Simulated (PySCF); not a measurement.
Compound: C3H6O.
Atom-mapped SMILES: `[CH3:1][CH2:2][CH:3]=[O:4]`

A calculation gives these core lines: C 1s: 290.83 (area 1), 291.23 (area 1), 293.65 (area 1) eV; O 1s: 538.27 eV.

Computed, not measured: PySCF, delta-SCF UKS SCAN, pcX-2 on the ionised atom, pcseg-1 elsewhere, spin-free X2C. Isolated species at its GFN2-xTB geometry (one conformer only).

(1) Order the carbon atoms by C 1s binding energy.

Results:

(1) 290.83 eV: C1 (methyl carbon); 291.23 eV: C2 (sp3 carbon next to a carbonyl); 293.65 eV: C3 (aldehyde carbon). Lowest listed C 1s: C1, bonded to C and 3 H. Highest, 2.82 eV above it: C3, bonded to O (double bond), C and H. Summing the Pauling electronegativity differences to the bonded atoms, each weighted by its formal bond order, gives -1.05 for the lowest site and +1.43 for the highest; no listed site has a larger sum than the highest.

Bonded neighbours of each site: C1: C and 3 H; C2: 2 C and 2 H; C3: O (double bond), C and H; O4: C (double bond).

Task: Which photon wavelength matches the C 1s of C1 threshold?

Result: λ = hc/E = 12398.42 eV Å / 290.83 eV = 42.631 Å.

Time: 18 s. Hardware: one thread, Arm Neoverse V1, on a shared host.

The values belong to the conformer `[CH3:1][CH2:2][CH:3]=[O:4]`: C1–C2–C3–O4 0°.
